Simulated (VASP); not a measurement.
# CdI₂: layer in an electric field

CdI₂, sheet, 3 atoms in the cell. PBE; PAW potentials I, Cd (PBE set).

Vacuum (Å): 10; k-point spacing in the plane (1/Å): 0.25; Starting cell: layer relaxed first with the same functional; Layers: 1; Field step (eV/Å): 0.1.

## Input

INCAR.step1:
```
SYSTEM = CdI2
PREC = Accurate
ENCUT = 360
EDIFF = 1E-7
ISMEAR = 0
SIGMA = 0.02
LREAL = .False.
LASPH = .True.
ALGO = Normal
NELM = 150
LWAVE = .False.
LCHARG = .False.
GGA = PE
KPAR = 4
LDIPOL = .True.
IDIPOL = 3
DIPOL = 0.5 0.5 0.5
AMIN = 0.01
EFIELD = -0.4
```

INCAR.step2, as INCAR.step1 but for:
```
- EFIELD = -0.4
+ EFIELD = -0.2
```

INCAR.step3 changes the same tag again: EFIELD = -0.1.

INCAR.step4, as INCAR.step3 but for:
```
- EFIELD = -0.1
```

INCAR.step5 to INCAR.step7 change the same tag again: EFIELD = 0.1, 0.2, 0.4.

KPOINTS:
```
Automatic mesh
0
Gamma
  12 7 1
  0 0 0
```

POSCAR:
```
CdI2
1.0
    4.3315698368      0.0000000000      0.0000000000
    6.4973547552      3.7512495170      0.0000000000
    0.0000000000      0.0000000000     13.4413879016
I Cd
2 1
Direct
    0.0000000000      1.0000000000      0.3719853959
    0.0000000002      0.3333333332      0.6280146041
    0.0000000001      0.6666666666      0.5000000003
```

Commands (each step's output is kept before the next begins):
```
cat potpaw_PBE.64/I/POTCAR potpaw_PBE.64/Cd/POTCAR > POTCAR
cp INCAR.step1 INCAR
mpirun -np 4 vasp_std > vasp.out
rm WAVECAR CHG
cp INCAR.step2 INCAR
mpirun -np 4 vasp_std > vasp.out
rm WAVECAR CHG
cp INCAR.step3 INCAR
mpirun -np 4 vasp_std > vasp.out
rm WAVECAR CHG
cp INCAR.step4 INCAR
mpirun -np 4 vasp_std > vasp.out
rm WAVECAR CHG
cp INCAR.step5 INCAR
mpirun -np 4 vasp_std > vasp.out
rm WAVECAR CHG
cp INCAR.step6 INCAR
mpirun -np 4 vasp_std > vasp.out
rm WAVECAR CHG
cp INCAR.step7 INCAR
mpirun -np 4 vasp_std > vasp.out
```

## Result

- Polarisability along the normal (Å³ per cell): 6.96
- 4 pi alpha over area (Å): 5.38

Field series:

| EFIELD (eV/Å) | dipole along z (e Å, as printed) | gap on the mesh (eV) |
|---|---|---|
| -0.400 | -0.1938 | 2.464 |
| -0.200 | -0.0968 | 2.476 |
| -0.100 | -0.0484 | 2.478 |
| 0.000 | 0.0000 | 2.479 |
| 0.100 | 0.0483 | 2.478 |
| 0.200 | 0.0968 | 2.476 |
| 0.400 | 0.1938 | 2.464 |

Limits: In strong fields electrons can gather in the vacuum; the last points may hold such a state.

VASP 6.6.1 took 540 s on 4 cores (Intel Xeon Platinum 8488C (Sapphire Rapids)), a shared host.
